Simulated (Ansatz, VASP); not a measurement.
One calculation of Hg, two programs

```
Hg
1.0
     3.19548    0.00000    0.00000
    -1.59774    2.76737    0.00000
     0.00000    0.00000    5.21822
Hg
2
Direct
  0.33333 0.66667 0.25000
  0.66667 0.33333 0.75000
```

The cell was built by a generator and needn't be a form met in nature.

Alike in both runs: task relaxation of cell and atoms; functional PBEsol; k mesh 11 × 11 × 6; occupations fermi-dirac, width 0.1 eV; no spin polarisation.

```csv
,VASP,Ansatz
version,VASP 6.6.1,Ansatz 0.2.0
potentials or method,"VASP PAW PBE potentials, release 64 (Hg)","plane waves (420 eV) with PAW, scalar-relativistic"
plane-wave cutoff (eV),600,420
valence electrons in the cell,24,40
```

Ansatz gave:

* relaxed volume (Å³/atom): 23.57
* relaxed cell length with the largest relative difference (Å): 3.190
* energy change over the relaxation (meV/atom): -2

Estimate VASP's values.

relaxed volume (Å³/atom): 23.85; relaxed cell length with the largest relative difference (Å): 3.209; energy change over the relaxation (meV/atom): -4.

The two sets of potentials don't hold the same shells in valence. Ansatz warned: «pseudo_functional_mismatch».

Caveats: the PAW data sets were made with another functional, which shifts forces and pressure a little (VASP). Spin-orbit coupling is left out, which matters for the levels of Hg.
